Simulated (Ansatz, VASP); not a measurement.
## Two plane-wave programs on LiF

File INCAR:

```
PREC     = Accurate       # precision mode
ENCUT    = 600            # plane-wave cutoff, eV
EDIFF    = 1E-6           # SCF threshold, eV
ISMEAR   = 0              # smearing method
SIGMA    = 0.1            # smearing width, eV
LREAL    = F              # projectors in reciprocal space
LASPH    = T              # aspherical terms in the spheres
NELM     = 60             # most SCF steps
ALGO     = Normal         # electronic algorithm
ISIF     = 3              # what is computed and relaxed
LWAVE    = F              # write WAVECAR
LCHARG   = F              # write CHGCAR
GGA      = PE             # functional
IBRION   = 2              # ionic algorithm
NSW      = 90             # ionic steps
EDIFFG   = -0.04          # ionic threshold
```

The input KPOINTS:

```
regular mesh
0
Gamma
  8 8 8
```

File POSCAR:

```
LiF
1.0
    0.0000000000      2.0322729500      2.0322729500
    2.0322729500      0.0000000000      2.0322729500
    2.0322729500      2.0322729500      0.0000000000
Li F
1 1
Direct
    0.2500000000      0.2500000000      0.2500000000
    0.5000000000      0.5000000000      0.5000000000
```

Input for Ansatz:

```yaml
crystal:
  lattice:
    - [0.0, 2.03227295, 2.03227295]
    - [2.03227295, 0.0, 2.03227295]
    - [2.03227295, 2.03227295, 0.0]
  atoms:
    - { symbol: Li, position: [0.25, 0.25, 0.25] }
    - { symbol: F, position: [0.5, 0.5, 0.5] }
basis:
  ecutwfc: 420
kpoints:
  mp_grid: { grid: [8, 8, 8] }
hamiltonian:
  xc: pbe
scf:
  occupations: { method: gaussian, width: 0.1 }
  lower_state_search: "off"
output:
  forces: true
  stress: true
  eigenvalues: true
relax:
  adjacent_minimum: "off"
  f_tol: 0.04
  max_steps: 70
  cell: { stress_tol: 0.4 }
```

Alike in both runs: task relaxation of cell and atoms; functional PBE; k mesh 8 × 8 × 8; occupations gaussian, width 0.1 eV; no spin polarisation.

|  | VASP | Ansatz |
| --- | --- | --- |
| version | VASP 6.6.1 | Ansatz 0.2.0 |
| potentials or method | VASP PAW PBE potentials, release 64 (Li_sv, F) | scalar-relativistic, plane waves, PAW |
| plane-wave cutoff (eV) | 600 | 420 |
| valence electrons in the cell | 10 | 10 |

|  | VASP | Ansatz | Ansatz less VASP |
| --- | --- | --- | --- |
| gap on the k mesh at the Fermi level, each at its own relaxed structure (eV) | 7.65 | 7.67 | +0.019 |
| relaxed volume (Å³/atom) | 10.38 | 10.36 | -0.016 |
| relaxed cell length with the largest relative difference (Å) | 3.085 | 3.083 | -0.0015 |
| energy change over the relaxation (meV/atom) | -88 | -89 | -1.4 |

Caveats: the cutoff is under 1.25 times the usual one of these potentials, so pressure, stress and relaxed cells hold a basis-set (Pulay) error (VASP); the volume moved by over 15 % at a fixed basis, so the end points are rough (VASP). A k mesh can miss the band edges. Expect the measured gap to be larger: semilocal functionals such as PBE lack the derivative discontinuity.
